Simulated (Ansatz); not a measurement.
Worked example: C4H9Cl + C2H10OSi2 → C4H10O + C2H9ClSi2

Species: C4H9Cl (2-chloro-2-methylpropane) `CC(C)(C)Cl`, singlet; C2H10OSi2 `C[SiH2]C[SiH2]O`, singlet; C4H10O (tert-butanol) `CC(C)(C)O`, singlet; C2H9ClSi2 `C[SiH2]C[SiH2]Cl`, singlet. The partners trade Cl for OH: C–Cl and Si–OH bonds give way to C–OH and Si–Cl.

Shapes, held fixed at every level: PBE0-D4/def2-TZVP. Flexible molecules stand in one conformer, not always the lowest. Programs: Ansatz 0.2.0. Electronic energies: no zero-point or thermal term.

At CCSD(T)/CBS estimate; 1 Eh = 2625.50 kJ/mol:

| species | energy (Eh) |
| --- | --- |
| C4H9Cl | -617.428435 |
| C2H10OSi2 | -735.528067 |
| C4H10O | -233.416703 |
| C2H9ClSi2 | -1119.534998 |

**Question.** Work out ΔE of the reaction at this level.

**Answer.** 
1. Products less reactants: (-233.416703) + (-1119.534998) − [(-617.428435) + (-735.528067)] = 0.004801 Eh = +12.6 kJ/mol.

Other levels give +4.9 (HF/def2-TZVPP) to +16.8 kJ/mol (MP2/def2-TZVPP). No measured value is set beside it here. The CBS estimate extrapolates MP2 from def2-TZVPP and def2-QZVPP and adds CCSD(T) − MP2 in the triple-zeta set, cores frozen.

The exchange is uphill by 12.6 kJ/mol, so the pairing of Si–OH with C–Cl is preferred to that of C–OH with Si–Cl. This reflects silicon's oxophilicity. Both chlorine and hydroxyl generally bind more strongly to silicon than to carbon, because the more electropositive silicon makes the bond more polar and its low-lying σ* orbitals can accept lone-pair density. The gain is larger for oxygen, whose compact 2p lone pairs and higher electronegativity suit silicon better than chlorine's diffuse 3p shell. The net energy is modest because it is a difference between two such preferences, not the strength of any one bond.

The sign holds from HF to MP2, but the size is sensitive to electron correlation, which in the triple-zeta set favours the reactant side at the MP2 level. The direction agrees with the known ability of chlorosilanes to turn tertiary alcohols into alkyl chlorides. The reaction energy says nothing about how fast the exchange would run in either direction.
